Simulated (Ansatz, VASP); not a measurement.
# BN: VASP beside Ansatz

The input INCAR:

```
ALGO = Normal ; EDIFF = 1E-6
ENCUT = 520 ; GGA = PE
ISIF = 2 ; ISMEAR = 0
LASPH = True ; LCHARG = False
LREAL = False ; LWAVE = False
NBANDS = 16 ; NELM = 60
PREC = Accurate ; SIGMA = 0.05
```

KPOINTS

```
k-points
0
Gamma
  8 8 6
```

POSCAR

```
BN
1.0
    0.0000000000     -1.8123485120     -1.8123485120
    0.0000000000      1.8123485120     -1.8123485120
    3.6246970240      0.0000000000      0.0000000000
B N
2 2
Direct
    0.5000000000      0.5000000000      0.5000000000
    0.0000000000      0.0000000000      0.0000000000
    0.0000000000      0.5000000000      0.2500000000
    0.5000000000      0.0000000000      0.7500000000
```

Input for Ansatz:

```yaml
crystal:
  lattice:
    - [0.0, -1.812348512, -1.812348512]
    - [0.0, 1.812348512, -1.812348512]
    - [3.624697024, 0.0, 0.0]
  atoms:
    - { symbol: B, position: [0.5, 0.5, 0.5] }
    - { symbol: B, position: [0.0, 0.0, 0.0] }
    - { symbol: "N", position: [0.0, 0.5, 0.25] }
    - { symbol: "N", position: [0.5, 0.0, 0.75] }
basis:
  ecutwfc: 420
kpoints:
  mp_grid: { grid: [8, 8, 6] }
hamiltonian:
  xc: pbe
scf:
  occupations: { method: gaussian, width: 0.05 }
output:
  forces: true
  stress: true
  eigenvalues: true
```

Alike in both runs: task single point; functional PBE; k mesh 8 × 8 × 6; occupations gaussian, width 0.05 eV; no spin polarisation.

```csv
,VASP,Ansatz
version,VASP 6.6.1,Ansatz 0.2.0
potentials or method,"VASP PAW PBE potentials, release 64 (B, N)","scalar-relativistic, plane waves, PAW"
plane-wave cutoff (eV),520,420
valence electrons in the cell,16,16
```

```csv
,VASP,Ansatz,Ansatz less VASP
gap on the k mesh at the Fermi level (eV),4.45,4.46,+0.012
least direct gap on the mesh (eV),4.45,4.46,+0.012
pressure (GPa),0.2,0.0,-0.26
```

With one functional, cell and mesh, what is left measures potentials, basis and numerics.

A k mesh can miss the band edges.
